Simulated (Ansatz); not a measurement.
**HgTe (Coloradoite) under changes of volume**

One of the cells (33.215 Å³/atom); the others are scaled copies at fixed shape and fractional positions:

```
Hg Te
1.0
     0.00000    3.21450    3.21450
     3.21450    0.00000    3.21450
     3.21450    3.21450    0.00000
Hg Te
1 1
Direct
  0.00000 0.00000 0.00000
  0.75000 0.75000 0.75000
```

```yaml
Program: Ansatz 0.2.0
Functional: PBE
Potentials_or_basis: Ansatz PAW
Cutoff: "420 eV (not typed: the program's choice for these potentials)"
k_mesh: 7 × 7 × 7
Occupations: fermi-dirac, width 0.05 eV
Spin: no spin polarisation
```

```csv
volume (Å³/atom),energy over the lowest point (meV/atom),pressure (GPa)
31.223,118.16,8.6
31.887,85.75,7.1
32.551,?,?
33.215,37.87,4.6
33.880,21.22,3.5
34.544,8.74,2.5
35.208,0.00,1.7
```

Task: What does the run at 32.551 Å³/atom give?

Result: Energy over the lowest point 59.18 meV/atom; pressure 5.8 GPa.

Worked out: A Birch-Murnaghan fit of order 3 (a polynomial in V^(-2/3)) to the other rows has no minimum within the range. It gives 59.20 meV/atom at 32.551 Å³/atom, against the run's 59.18, and -dE/dV = 5.8 GPa, against 5.8.

Energies are extrapolated to zero smearing.
